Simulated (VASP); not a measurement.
# Al (Fm-3m) in VASP: further runs

One crystal, Al, is run at these levels: PBEsol; tasks: single point.

Everything below comes from runs of VASP 6.6.1. Logs are shortened: lines on timing, memory, paths and dates and some standing lists are left out, and cuts for length are marked.

### Step 1. Starting point

Symmetry: Fm-3m, No. 225, cubic system. Conventional cell: a = 4.016 Å, b = 4.016 Å, c = 4.016 Å, α = 90.00°, β = 90.00°, γ = 90.00°. Al (site symmetry m-3m) is surrounded by 12 Al at 2.84 Å.

### Step 2. Single point, PBEsol

INCAR

```
  PREC = Accurate
  ENCUT = 700
  EDIFF = 1E-6
  ISMEAR = 0
  SIGMA = 0.1
  LREAL = F
  LASPH = T
  NELM = 80
  ALGO = Normal
  ISIF = 2
  LWAVE = F
  LCHARG = F
  GGA = PS
```

KPOINTS

```
regular mesh
0
Gamma
  18 18 18
```

POSCAR

```
Al
1.0
    0.0000000000      2.0080400000      2.0080400000
    2.0080400000      0.0000000000      2.0080400000
    2.0080400000      2.0080400000      0.0000000000
Al
1
Direct
    0.0000000000      0.0000000000      0.0000000000
```

Potentials or basis: VASP PAW PBE potentials, release 64 (Al).

Run with:

```
cat potpaw_PBE.64/Al/POTCAR > POTCAR
mpirun -np 1 vasp_std > vasp.out
```

OUTCAR:

```text
PREC = Accurate
   ENCUT = 700
   EDIFF = 1E-6
   ISMEAR = 0
   LREAL = F
   LASPH = T
   NELM = 80
   ISIF = 2
   GGA = PS

 ion  position               nearest neighbor table
   1  0.000  0.000  0.000-

  LATTYP: Found a face centered cubic cell.
 ALAT       =     4.0160800000

  Lattice vectors:

 A1 = (   0.0000000000,   2.0080400000,   2.0080400000)
 A2 = (   2.0080400000,   0.0000000000,   2.0080400000)
 A3 = (   2.0080400000,   2.0080400000,   0.0000000000)

Analysis of symmetry for initial positions (statically):
=====================================================================
 Subroutine PRICEL returns:
 Original cell was already a primitive cell.

 Routine SETGRP: Setting up the symmetry group for a
 face centered cubic supercell.

 Subroutine GETGRP returns: Found 48 space group operations
 (whereof 48 operations were pure point group operations)
 out of a pool of 48 trial point group operations.

The static configuration has the point symmetry O_h .

Analysis of symmetry for dynamics (positions and initial velocities):
=====================================================================
 Subroutine PRICEL returns:
 Original cell was already a primitive cell.

 Routine SETGRP: Setting up the symmetry group for a
 face centered cubic supercell.

 Subroutine GETGRP returns: Found 48 space group operations
 (whereof 48 operations were pure point group operations)
 out of a pool of 48 trial point group operations.

The dynamic configuration has the point symmetry O_h .

 Subroutine INISYM returns: Found 48 space group operations
 (whereof 48 operations are pure point group operations),
 and found     1 'primitive' translations

----------------------------------------------------------------------------------------

                                     Primitive cell

  volume of cell :      16.1937

  direct lattice vectors                    reciprocal lattice vectors
     0.000000000  2.008040000  2.008040000    -0.248999024  0.248999024  0.248999024
     2.008040000  0.000000000  2.008040000     0.248999024 -0.248999024  0.248999024
     2.008040000  2.008040000  0.000000000     0.248999024  0.248999024 -0.248999024

  length of vectors
     2.839797402  2.839797402  2.839797402     0.431278960  0.431278960  0.431278960

  position of ions in fractional coordinates (direct lattice)
     0.000000000  0.000000000  0.000000000

  ion indices of the primitive-cell ions
   primitive index   ion index
                 1           1

----------------------------------------------------------------------------------------

 KPOINTS: regular mesh

Automatic generation of k-mesh.
 Grid dimensions read from file:
 generate k-points for:   18   18   18

 Generating k-lattice:

  Cartesian coordinates                     Fractional coordinates (reciprocal lattice)
    -0.013833279  0.013833279  0.013833279     0.055555556  0.000000000  0.000000000
     0.013833279 -0.013833279  0.013833279     0.000000000  0.055555556  0.000000000
     0.013833279  0.013833279 -0.013833279     0.000000000  0.000000000  0.055555556

  Length of vectors
     0.023959942  0.023959942  0.023959942

  Shift w.r.t. Gamma in fractional coordinates (k-lattice)
     0.000000000  0.000000000  0.000000000

 Subroutine IBZKPT returns following result:
 ===========================================

 Found    195 irreducible k-points:

 Following reciprocal coordinates:
            Coordinates               Weight
  0.000000  0.000000  0.000000      1.000000
  0.055556  0.000000  0.000000      8.000000
  0.111111  0.000000  0.000000      8.000000
  0.166667  0.000000  0.000000      8.000000
  0.222222  0.000000  0.000000      8.000000
  0.277778  0.000000  0.000000      8.000000
[... 16 lines left out ...]
 -0.277778  0.055556  0.000000     24.000000
 -0.222222  0.055556  0.000000     24.000000
 [... further k-points ...]
   k-points           NKPTS =    195   k-points in BZ     NKDIM =    195   number of bands    NBANDS=      5
   number of dos      NEDOS =    301   number of ions     NIONS =      1
   total plane-waves  NPLWV =  21952
   dimension x,y,z NGX =    28 NGY =   28 NGZ =   28
   dimension x,y,z NGXF=    56 NGYF=   56 NGZF=   56
   ions per type =               1
   NGX,Y,Z   is equivalent  to a cutoff of  16.39, 16.39, 16.39 a.u.
   NGXF,Y,Z  is equivalent  to a cutoff of  32.78, 32.78, 32.78 a.u.
 SYSTEM =  unknown system
   PREC   = accura    normal or accurate (medium, high low for compatibility)
   ISTART =      0    job   : 0-new  1-cont  2-samecut
   ICHARG =      2    charge: 1-file 2-atom 10-const
   ISPIN  =      1    spin polarized calculation?
   LNONCOLLINEAR =      F non collinear calculations
   LSORBIT =      F    spin-orbit coupling
   LASPH  =      T    aspherical Exc in radial PAW
   ENCUT  =  700.0 eV  51.45 Ry    7.17 a.u.   6.13  6.13  6.13*2*pi/ulx,y,z
   NELM   =     80;   NELMIN=  2; NELMDL= -5     # of ELM steps
   EDIFF  = 0.1E-05   stopping-criterion for ELM
   LREAL  =      F    real-space projection
   EDIFFG = 0.1E-04   stopping-criterion for IOM
   NSW    =      0    number of steps for IOM
   IBRION =     -1    ionic relax: 0-MD 1-quasi-New 2-CG
   NFREE  =      0    steps in history (QN), initial steepest desc. (CG)
   ISIF   =      2    stress and relaxation
   ISYM   =      2    0-nonsym 1-usesym 2-fastsym
   POTIM  = 0.5000    time-step for ionic-motion
   TEBEG  =    0.0;   TEEND  =   0.0 temperature during run
   PSTRESS=    0.0 pullay stress
   NELECT =       3.0000    total number of electrons
   NUPDOWN=      -1.0000    fix difference up-down
   EMIN   =  10.00;   EMAX   =-10.00  energy-range for DOS
   EFERMI =   0.00;   METHOD = LEGACY
   ISMEAR =     0;   SIGMA  =   0.10  broadening in eV -4-tet -1-fermi 0-gaus
   EFERMI_NEDOS =   21; number of points for ismear=-14 and -15
   IALGO  =     38    algorithm
   IMIX   =      4    mixing-type and parameters
     AMIX     =   0.40;   BMIX     =  1.00
     AMIX_MAG =   1.60;   BMIX_MAG =  1.00
  volume/ion in A,a.u.               =      16.19       109.28
  Fermi-wavevector in a.u.,A,eV,Ry     =   0.933253  1.763593 11.850155  0.870962
  Thomas-Fermi vector in A             =   2.059936
   LORBIT       =      0    0 simple, 1 ext, 2 COOP (PROOUT), +10 PAW based schemes
   GGA     = PS    functional components
   LHFCALC =     F    Hartree Fock is set to
   AEXX    =    0.0000 exact exchange contribution
   IVDW    =     0    specifies the selected vdW correction
   LEPSILON=     F    determine dielectric tensor
   LRPA    =     F    only Hartree local field effects (RPA)
 non-spin polarized calculation
 Gauss-broadening in eV      SIGMA  =   0.10
  energy-cutoff  :      700.00
  volume of cell :       16.19
 maximum number of plane-waves:       701
 NGX is ok and might be reduce to    28
   NGX = 13   NGY = 13   NGZ = 13

 number of electron       3.0000000 magnetization

 Free energy of the ion-electron system (eV)
  ---------------------------------------------------
  ext. energy  EPLUGINS =         0.00000000
  ---------------------------------------------------
  free energy    TOTEN  =        -4.09084728 eV

  energy without entropy =       -4.08785991  energy(sigma->0) =       -4.08935360

 E-fermi :   8.1367     XC(G=0): -10.3253

 val. band max:        8.1225893665   @ k =  -0.2778   0.2778   0.0556
 cond. band min:       8.1454688641   @ k =  -0.4444   0.3333   0.1111
 fundamental gap:      0.0228794976
 Fermi energy:         8.1366800069

 k-point     1 :       0.0000    0.0000    0.0000
  band No.  band energies     occupation
      1      -3.1136      2.00000
      2      20.8450      0.00000
      3      20.8450      0.00000
      4      20.8450      0.00000
      5      22.4791      0.00000

 k-point     2 :       0.0556    0.0000    0.0000
  band No.  band energies     occupation
      1      -3.0287      2.00000
      2      19.3436      0.00000
      3      20.5510      0.00000
      4      20.5510      0.00000
      5      22.9062      0.00000

 k-point     3 :       0.1111    0.0000    0.0000
  band No.  band energies     occupation
      1      -2.7742      2.00000
      2      17.1068      0.00000
      3      20.0517      0.00000
      4      20.0517      0.00000
      5      23.0797      0.00000

 k-point     4 :       0.1667    0.0000    0.0000
  band No.  band energies     occupation
      1      -2.3511      2.00000
      2      14.8503      0.00000
      3      19.6105      0.00000
      4      19.6105      0.00000
      5      22.9101      0.00000

 k-point     5 :       0.2222    0.0000    0.0000
  band No.  band energies     occupation
      1      -1.7609      2.00000
      2      12.6692      0.00000
      3      19.2847      0.00000
      4      19.2847      0.00000
      5      22.7338      0.00000

 k-point     6 :       0.2778    0.0000    0.0000
  band No.  band energies     occupation
      1      -1.0058      2.00000
      2      10.5956      0.00000
      3      19.0901      0.00000
      4      19.0901      0.00000
      5      22.5664      0.00000
[... 113 lines left out ...]
 k-point    21 :      -0.3889    0.0556    0.0000
  band No.  band energies     occupation
      1       1.4544      2.00000
      2       6.3228      2.00000
      3      17.4793      0.00000
      4      19.5302      0.00000
      5      20.4062      0.00000

 k-point    22 :      -0.3333    0.0556    0.0000
  band No.  band energies     occupation
      1       0.3266      2.00000
      2       8.0918      1.47477
      3      17.3516      0.00000
      4      20.2444      0.00000
      5      20.3060      0.00000

 k-point    23 :      -0.2778    0.0556    0.0000
  band No.  band energies     occupation
      1      -0.6437      2.00000
      2       9.9951      0.00000
      3      17.3695      0.00000
      4      20.2746      0.00000
      5      21.1638      0.00000

 k-point    24 :      -0.2222    0.0556    0.0000
  band No.  band energies     occupation
      1      -1.4528      2.00000
      2      12.0226      0.00000
      3      17.5327      0.00000
      4      20.4104      0.00000
      5      22.1686      0.00000

 [... further k-points ...]

------------------------ aborting loop because EDIFF is reached ----------------------------------------

  FORCE on cell =-STRESS in cart. coord.  units (eV):
  Direction    XX          YY          ZZ          XY          YZ          ZX
  --------------------------------------------------------------------------------------
  -------------------------------------------------------------------------------------
  Total        0.0002183      0.0002183      0.0002183      0.0000000      0.0000000      0.0000000
  in kB        0.0215942      0.0215942      0.0215942      0.0000000      0.0000000      0.0000000
  external PRESSURE =       0.0215942 kB  Pullay stress =       0.0000000 kB

 VOLUME and BASIS-vectors are now :
 -----------------------------------------------------------------------------
  energy-cutoff  :      700.00
  volume of cell :       16.19
      direct lattice vectors                 reciprocal lattice vectors
     0.000000000  2.008040000  2.008040000    -0.248999024  0.248999024  0.248999024
     2.008040000  0.000000000  2.008040000     0.248999024 -0.248999024  0.248999024
     2.008040000  2.008040000  0.000000000     0.248999024  0.248999024 -0.248999024

 POSITION                                       TOTAL-FORCE (eV/Angst)
 -----------------------------------------------------------------------------------
      0.00000      0.00000      0.00000         0.000000      0.000000      0.000000
 -----------------------------------------------------------------------------------
    total drift:                                0.000000     -0.000000     -0.000000

  FREE ENERGIE OF THE ION-ELECTRON SYSTEM (eV)
  ---------------------------------------------------
  free  energy   TOTEN  =        -4.0908472843 eV

  energy  without entropy=       -4.0878599083  energy(sigma->0) =       -4.08935360
```

It took 8.1 s on 1 thread of Intel Xeon 6975P-C (Granite Rapids), shared host; peak memory 0.16 GiB.

What came out:

```yaml
Free_energy: -4.0908 eV
Pressure: 0.0 GPa
Band_gap_on_the_k_mesh: none (metal or under the smearing width)
```

Levels at points of the mesh, in eV from the Fermi level:
```
           k point  band 1  band 2  band 3  band 4
(0.00, 0.00, 0.00)  -11.25   12.71   12.71   12.71
(0.50, 0.00, 0.00)   -4.66   -4.39   11.53   11.53
(0.50, 0.50, 0.00)   -2.95   -1.60    5.27    5.68
```

Caveat: the PAW data sets were made with another functional, which shifts forces and pressure a little.

### Step 3. Single point, PBEsol

Edit INCAR of step 2 so:

```diff
@@ -1,3 +1,3 @@
   PREC = Accurate
-  ENCUT = 700
+  ENCUT = 520
   EDIFF = 1E-6
```

KPOINTS

```
regular mesh
0
Gamma
  28 28 28
```

POSCAR is that of step 2.

Potentials or basis: VASP PAW PBE potentials, release 64 (Al).

Run with:

```
cat potpaw_PBE.64/Al/POTCAR > POTCAR
mpirun -np 1 vasp_std > vasp.out
```

OUTCAR:

```text
PREC = Accurate
   ENCUT = 520
   EDIFF = 1E-6
   ISMEAR = 0
   LREAL = F
   LASPH = T
   NELM = 80
   ISIF = 2
   GGA = PS

 ion  position               nearest neighbor table
   1  0.000  0.000  0.000-

  LATTYP: Found a face centered cubic cell.
 ALAT       =     4.0160800000

  Lattice vectors:

 A1 = (   0.0000000000,   2.0080400000,   2.0080400000)
 A2 = (   2.0080400000,   0.0000000000,   2.0080400000)
 A3 = (   2.0080400000,   2.0080400000,   0.0000000000)

Analysis of symmetry for initial positions (statically):
=====================================================================
 Subroutine PRICEL returns:
 Original cell was already a primitive cell.

 Routine SETGRP: Setting up the symmetry group for a
 face centered cubic supercell.

 Subroutine GETGRP returns: Found 48 space group operations
 (whereof 48 operations were pure point group operations)
 out of a pool of 48 trial point group operations.

The static configuration has the point symmetry O_h .

[... 155 lines left out ...]
  ---------------------------------------------------
  free energy    TOTEN  =        -4.09261762 eV

  energy without entropy =       -4.09055026  energy(sigma->0) =       -4.09158394

 E-fermi :   8.1455     XC(G=0): -10.3253

 val. band max:        8.1271636156   @ k =   0.5000   0.3929   0.0000
 cond. band min:       8.1466616251   @ k =  -0.3214   0.3929   0.0714
 fundamental gap:      0.0194980095
 Fermi energy:         8.1454752733

 k-point     1 :       0.0000    0.0000    0.0000
  band No.  band energies     occupation
      1      -3.1136      2.00000
      2      20.8450      0.00000
      3      20.8450      0.00000
      4      20.8450      0.00000
      5      22.4792      0.00000
[... 177 lines left out ...]
 k-point    24 :       0.3214    0.0357    0.0000
  band No.  band energies     occupation
      1      -0.4706      2.00000
      2       9.4926      0.00000
      3      18.3204      0.00000
      4      19.4123      0.00000
      5      21.0551      0.00000

 [... further k-points ...]

------------------------ aborting loop because EDIFF is reached ----------------------------------------

  FORCE on cell =-STRESS in cart. coord.  units (eV):
  Direction    XX          YY          ZZ          XY          YZ          ZX
  --------------------------------------------------------------------------------------
  -------------------------------------------------------------------------------------
  Total       -0.0021665     -0.0021665     -0.0021665     -0.0000000     -0.0000000     -0.0000000
  in kB       -0.2143468     -0.2143468     -0.2143468     -0.0000000     -0.0000000     -0.0000000
  external PRESSURE =      -0.2143468 kB  Pullay stress =       0.0000000 kB

 VOLUME and BASIS-vectors are now :
 -----------------------------------------------------------------------------
  energy-cutoff  :      520.00
  volume of cell :       16.19
      direct lattice vectors                 reciprocal lattice vectors
     0.000000000  2.008040000  2.008040000    -0.248999024  0.248999024  0.248999024
     2.008040000  0.000000000  2.008040000     0.248999024 -0.248999024  0.248999024
     2.008040000  2.008040000  0.000000000     0.248999024  0.248999024 -0.248999024

 POSITION                                       TOTAL-FORCE (eV/Angst)
 -----------------------------------------------------------------------------------
      0.00000      0.00000      0.00000         0.000000      0.000000      0.000000
 -----------------------------------------------------------------------------------
    total drift:                                0.000000      0.000000      0.000000

  FREE ENERGIE OF THE ION-ELECTRON SYSTEM (eV)
  ---------------------------------------------------
  free  energy   TOTEN  =        -4.0926176232 eV

  energy  without entropy=       -4.0905502646  energy(sigma->0) =       -4.09158394
```

OSZICAR:

```text
N       E                     dE             d eps       ncg     rms          rms(c)
DAV:   1    -0.183596271401E+01   -0.18360E+01   -0.85098E+02  6515   0.325E+02
DAV:   2    -0.410109455844E+01   -0.22651E+01   -0.21087E+01  8025   0.314E+01
DAV:   3    -0.412134759028E+01   -0.20253E-01   -0.20180E-01  8170   0.351E+00
DAV:   4    -0.412141885355E+01   -0.71263E-04   -0.71262E-04  8320   0.201E-01
DAV:   5    -0.412141925723E+01   -0.40369E-06   -0.40366E-06  8205   0.129E-02    0.143E+00
DAV:   6    -0.410424198175E+01    0.17177E-01   -0.21128E-03  7410   0.307E-01    0.811E-01
DAV:   7    -0.409263274206E+01    0.11609E-01   -0.58036E-03  7250   0.491E-01    0.171E-01
DAV:   8    -0.409261837447E+01    0.14368E-04   -0.31424E-05  8185   0.582E-02    0.110E-02
DAV:   9    -0.409261762317E+01    0.75130E-06   -0.50609E-07  7630   0.517E-03
   1 F= -.40926176E+01 E0= -.40915839E+01  d E =-.206736E-02
```

stdout:

```text
POSCAR found type information on POSCAR Al
 POSCAR found :  1 types and       1 ions
 scaLAPACK will be used
 -----------------------------------------------------------------------------
|                                                                             |
|                                                                             |
|     You enforced a specific xc type in the INCAR file but a different       |
|     I HOPE YOU KNOW WHAT YOU ARE DOING!                                     |
|                                                                             |
 -----------------------------------------------------------------------------

 LDA part: xc-table for (Slater+PW92), standard interpolation
 POSCAR, INCAR and KPOINTS ok, starting setup
 FFT: planning ... GRIDC
 FFT: planning ... GRID_SOFT
 FFT: planning ... GRID
 WAVECAR not read
 entering main loop
```

It took 10 s on 1 thread of Intel Xeon 6975P-C (Granite Rapids), shared host; peak memory 0.17 GiB.

Results:

| Property | Result |
| --- | --- |
| Free energy | -4.0926 eV |
| Pressure | 0.0 GPa |
| Band gap on the k mesh | none (metal or under the smearing width) |

Caveat: the PAW data sets were made with another functional, which shifts forces and pressure a little.
